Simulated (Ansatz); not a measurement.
## LiF: frozen-core PAW against all-electron methods

```
CELL_PARAMETERS angstrom
0.00000 2.01400 2.05428
2.01400 0.00000 2.05428
2.01400 2.01400 0.00000
ATOMIC_POSITIONS crystal
Li 0.00000 0.00000 0.00000
F 0.50000 0.50000 0.50000
```

Atoms are numbered in the order listed.

The cell is COD entry 1010990, as deposited and not checked against the literature; nothing was relaxed. The listed cell was then made from it by scaling, straining or moving an atom.

Levels of theory: DFT, PBE, PAW with Ansatz's default frozen-core files, scalar-relativistic (Ansatz 0.2.0); DFT, PBE, all-electron PAW with datasets made for the crystal, scalar-relativistic (Ansatz 0.2.0); DFT, PBE, all-electron LAPW, scalar-relativistic (Ansatz 0.2.0).

For PAW: a Γ-centred 10×10×10 k mesh, Fermi–Dirac smearing of 0.03 eV, cutoff 420 eV, no spin polarisation. The crystal-made all-electron datasets (AE datasets) take a cutoff of 360 eV at this cell. LAPW targets a basis error of 1 meV/atom. The Ansatz runs share mesh, smearing and spin set-up. Plane-wave (PAW) pressures include the program's estimate of the Pulay term.

Stress and pressure are positive in compression.

```csv
quantity,PAW,AE datasets,LAPW
pressure (GPa),?,0.63,0.63
stress xx (GPa),?,1.05,1.06
stress zz (GPa),?,-0.22,-0.22
band gap (eV),8.885,8.864,8.864
```

(1) What belongs in the row "stress xx (GPa)", column "PAW"?

(2) Fill in "PAW" for the row "pressure (GPa)".

(3) Fill in "PAW" for the row "stress zz (GPa)".

Results:

(1) 1.15.

(2) 0.73.

(3) -0.12.
